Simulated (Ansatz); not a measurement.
# The bulk modulus of Al, sorted by core time

**What was measured.** The bulk modulus of Al (Aluminum) (Fm-3m) is reported as 76.9 GPa (pmc:3831299, doi:10.1107/S0021889813023728). The runs below try to reproduce it.

Symmetry: Fm-3m, No. 225, cubic system. Conventional cell: a = 4.050 Å, b = 4.050 Å, c = 4.050 Å, α = 90.00°, β = 90.00°, γ = 90.00°. Al (site symmetry m-3m) has 12 Al at 2.86 Å as nearest neighbours.

```tsv
rung	level	program and potentials	cutoff (eV)	k mesh	smearing	core time	chip	bulk modulus (GPa)	miss	notes
GGA	PBE	Ansatz, SSSP precision PAW	408	11 × 11 × 11	fermi-dirac 0.05	4.7 s	Arm Neoverse V1	79.4	+3.3 %	-
GGA	rPW86-PBE	Ansatz, Ansatz PAW	420	11 × 11 × 11	fermi-dirac 0.05	5 s	Arm Neoverse V1	77.1	+0.3 %	potentials made for PBE, which Ansatz adapts in part
LDA	LDA	Ansatz, JTH PAW LDA	570	11 × 11 × 11	fermi-dirac 0.05	5.6 s	Intel Xeon Platinum 8259CL Skylake/Cascade Lake	85.9	+11.7 %	-
GGA	BLYP	Ansatz, Ansatz PAW	420	11 × 11 × 11	fermi-dirac 0.05	6.5 s	Arm Neoverse N1	58.7	-23.7 %	potentials made for PBE, which Ansatz adapts in part
GGA	PBE	Ansatz, PseudoDojo standard	544	11 × 11 × 11	fermi-dirac 0.05	8.4 s	Arm Neoverse N1	79.7	+3.6 %	-
hybrid	HSE03	Ansatz, Ansatz PAW	420	6 × 6 × 6	fermi-dirac 0.05	26 s	Arm Neoverse V2	79.3	+3.1 %	coarse mesh; potentials made for PBE, which Ansatz adapts in part
```

Times are single runs on shared hosts and different chips, so they are rough; meshes, cutoffs and the tasks' sizes weigh on the time. Task: equation of state. All rows: no spin polarisation. Smearing widths are in eV. The cell comes from a database and isn't always the measured one. For a metal such meshes aren't converged. Meshes differ between rows, which moves values too. Meshes are those of the run's cell of 1 atom unless a note names another. Misses use the values as printed. Runs on faulty files, with rough fits or with known faults for this quantity aren't shown. No row holds spin-orbit coupling.

By rung: LDA 85.9; GGA 58.7 to 79.7; hybrid on coarse meshes 79.3 (GPa). Measured: 76.9 GPa (pmc:3831299, doi:10.1107/S0021889813023728). Closest, coarse meshes and atomic bases left aside, is rPW86-PBE (+0.3 %), and PBE misses by +3.3 % to +3.6 % on plain settings. The runs are for a static lattice, while measurements hold temperature and zero-point motion.

The choice of functional governs the stiffness here, while the two PBE runs, with different potentials, differ by far less than the functionals do. LDA overbinds, which shortens the equilibrium spacing and raises the electron density, so the lattice resists compression too strongly at 85.9 GPa. Gradient corrections in PBE weaken that binding and bring the modulus down towards experiment.

BLYP breaks this pattern of modest correction, falling to 58.7 GPa. Aluminium's valence electrons are nearly free, and LYP correlation, built from a model of the helium atom, doesn't recover the uniform electron gas. That is probably the main reason for the severe softening, since rPW86-PBE, which keeps PBE correlation, stays close to the measurement.

The near-exact agreement of rPW86-PBE doesn't establish it as the better description of aluminium: thermal and zero-point softening would lower the static values, moving PBE towards experiment and rPW86-PBE probably below it. Nor does the HSE03 value demonstrate a benefit from screened exact exchange in this metal.
